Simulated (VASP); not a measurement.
# C (Fd-3m) in VASP: notebook, part 2 of 2

VASP 6.6.1.

## (5) Single point, LDA

INCAR

```
ALGO     = Normal         # electronic algorithm
EDIFF    = 1E-6           # SCF threshold, eV
ENCUT    = 520            # plane-wave cutoff, eV
ISIF     = 2              # what is computed and relaxed
ISMEAR   = 0              # smearing method
LASPH    = True           # aspherical terms in the spheres
LCHARG   = False          # write CHGCAR
LREAL    = False          # projectors in reciprocal space
LWAVE    = False          # write WAVECAR
NBANDS   = 11             # bands
NELM     = 60             # most SCF steps
PREC     = Accurate       # precision mode
SIGMA    = 0.1            # smearing width, eV
```

KPOINTS

```
k-points
0
Gamma
  13 13 13
```

POSCAR

```
C
2.5221
    0.000000000000      0.707097260220      0.707097260220
    0.707097260220      0.000000000000      0.707097260220
    0.707097260220      0.707097260220      0.000000000000
C
2
Direct
    0.7500000000      0.7500000000      0.7500000000
    0.5000000000      0.5000000000      0.5000000000
```

Potentials or basis: VASP PAW LDA potentials, release 54 (C).

Started as:

```
$ cat potpaw_LDA.54/C/POTCAR > POTCAR
$ mpirun -np 1 vasp_std > vasp.out
```

OUTCAR:

```text
EDIFF = 1E-6
   ENCUT = 520
   ISIF = 2
   ISMEAR = 0
   LASPH = True
   LREAL = False
   NELM = 60
   PREC = Accurate

 ion  position               nearest neighbor table
   1  0.750  0.750  0.750-   2 1.54   2 1.54   2 1.54   2 1.54
   2  0.500  0.500  0.500-   1 1.54   1 1.54   1 1.54   1 1.54

  LATTYP: Found a face centered cubic cell.
 ALAT       =     3.5667400000

  Lattice vectors:

 A1 = (   0.0000000000,   1.7833700000,   1.7833700000)
 A2 = (   1.7833700000,   0.0000000000,   1.7833700000)
 A3 = (   1.7833700000,   1.7833700000,   0.0000000000)

Analysis of symmetry for initial positions (statically):
=====================================================================
 Subroutine PRICEL returns:
 Original cell was already a primitive cell.

 Routine SETGRP: Setting up the symmetry group for a
 face centered cubic supercell.

 Subroutine GETGRP returns: Found 48 space group operations
 (whereof 24 operations were pure point group operations)
 out of a pool of 48 trial point group operations.

The static configuration has the point symmetry T_d .
 The point group associated with its full space group is O_h .

[... 199 lines left out ...]
      3       9.7238      2.00000
      4       9.7238      2.00000
      5      15.2662      0.00000
      6      15.2662      0.00000
      7      15.2662      0.00000
      8      23.2804      0.00000
      9      28.7273      0.00000
     10      36.3536      0.00000
     11      36.3537      0.00000
[... 533 lines left out ...]
 k-point    40 :       0.4615    0.3077    0.0000
  band No.  band energies     occupation
      1      -5.9062      2.00000
      2       0.4792      2.00000
      3       2.7492      2.00000
      4       4.2509      2.00000
      5      14.9227      0.00000
      6      18.0700      0.00000
      7      23.9452      0.00000
      8      24.2176      0.00000
      9      31.0505      0.00000
     10      32.5045      0.00000
     11      39.3046      0.00000

 [... further k-points ...]

------------------------ aborting loop because EDIFF is reached ----------------------------------------

  FORCE on cell =-STRESS in cart. coord.  units (eV):
  Direction    XX          YY          ZZ          XY          YZ          ZX
  --------------------------------------------------------------------------------------
  -------------------------------------------------------------------------------------
  Total       -0.8236131     -0.8236131     -0.8236131      0.0000000     -0.0000000     -0.0000000
  in kB     -116.3267174   -116.3267174   -116.3267174      0.0000000     -0.0000000     -0.0000000
  external PRESSURE =    -116.3267174 kB  Pullay stress =       0.0000000 kB

 VOLUME and BASIS-vectors are now :
 -----------------------------------------------------------------------------
  energy-cutoff  :      520.00
  volume of cell :       11.34
      direct lattice vectors                 reciprocal lattice vectors
     0.000000000  1.783370000  1.783370000    -0.280368067  0.280368067  0.280368067
     1.783370000  0.000000000  1.783370000     0.280368067 -0.280368067  0.280368067
     1.783370000  1.783370000  0.000000000     0.280368067  0.280368067 -0.280368067

 POSITION                                       TOTAL-FORCE (eV/Angst)
 -----------------------------------------------------------------------------------
      2.67506      2.67506      2.67506         0.000000      0.000000      0.000000
      1.78337      1.78337      1.78337        -0.000000     -0.000000     -0.000000
 -----------------------------------------------------------------------------------
    total drift:                                0.000000     -0.000000      0.000000

  FREE ENERGIE OF THE ION-ELECTRON SYSTEM (eV)
  ---------------------------------------------------
  free  energy   TOTEN  =       -20.2352543392 eV

  energy  without entropy=      -20.2352543392  energy(sigma->0) =      -20.23525434
```

stdout:

```text
POSCAR found type information on POSCAR C
 POSCAR found :  1 types and       2 ions
 scaLAPACK will be used
 LDA part: xc-table for (Slater(with rela. corr.)+CA(PZ))
 , standard interpolation
 POSCAR, INCAR and KPOINTS ok, starting setup
 FFT: planning ... GRIDC
 FFT: planning ... GRID_SOFT
 FFT: planning ... GRID
 WAVECAR not read
 entering main loop
```

Wall time 5.7 s (1 thread of AMD EPYC 9R45 (Zen 5), shared host); peak memory 0.08 GiB.

What came out:

```yaml
Free_energy: -20.2353 eV
Pressure: -11.6 GPa
Band_gap_on_the_k_mesh: 4.11 eV, indirect (least direct gap 5.54 eV)
```

Levels at points of the mesh, in eV from the valence-band top:
```csv
k point,band 1,band 2,band 3,band 4,band 5,band 6,band 7,band 8,band 9
"(0.00, 0.00, 0.00)",-21.32,0.00,0.00,0.00,5.54,5.54,5.54,13.56,19.00
```

Caveat: an odd mesh through Γ misses points on the zone boundary, where band edges often lie. A hybrid or GW would open this gap; LDA tends to underestimate it.

## (6) The reference run

An earlier run on the cell as given: functional PBE; potentials or basis VASP PAW PBE potentials, release 64 (C); cutoff 520 eV; k mesh 13 × 13 × 13; occupations fermi-dirac, width 0.05 eV; no spin polarisation.

* Pressure: 2.5 GPa
* Band gap on the k mesh: 4.14 eV, indirect (least direct gap 5.59 eV)

## (7) Summary

```csv
task,level,potentials or basis,cell,k mesh,cutoff (eV),smearing,ladder,gap on the mesh (eV),pressure (GPa),relaxed volume (Å³/atom)
relaxation of cell and atoms,PBE+D3(BJ),"VASP PAW PBE potentials, release 64 (C)",relaxed,12 × 12 × 12,600,gaussian 0.02 eV,gaps,4.17,0.0,5.62
single point,PBE,"VASP PAW PBE potentials, release 64 (C)",as given,13 × 13 × 13,520,gaussian 0.012 eV,-,4.14,2.5,-
relaxation of cell and atoms,LAK,"VASP PAW PBE potentials, release 64 (C)",relaxed,13 × 13 × 13,600,fermi-dirac 0.05 eV,-,4.73,0.0,5.72
single point,LDA,"VASP PAW LDA potentials, release 54 (C)",as given,13 × 13 × 13,520,gaussian 0.1 eV,-,4.11,-11.6,-
single point,PBE,"VASP PAW PBE potentials, release 64 (C)",as given,13 × 13 × 13,520,fermi-dirac 0.05 eV,-,4.14,2.5,-
```

Alike in all rows: no spin polarisation.

Caveats: an odd mesh through Γ misses points on the zone boundary, where band edges often lie (some runs); the PAW data sets were made with another functional, which shifts forces and pressure a little (some runs).

Absolute energies hang on the potentials; compare differences alone.

## (8) Comparison with measurements

Step 2. The cell as given is a measured one (5.67 Å³/atom); PBE+D3(BJ) puts the equilibrium volume -0.8 % from it, thermal expansion not counted.

Step 4. The cell as given is a measured one (5.67 Å³/atom); LAK puts the equilibrium volume +0.8 % from it, thermal expansion not counted.
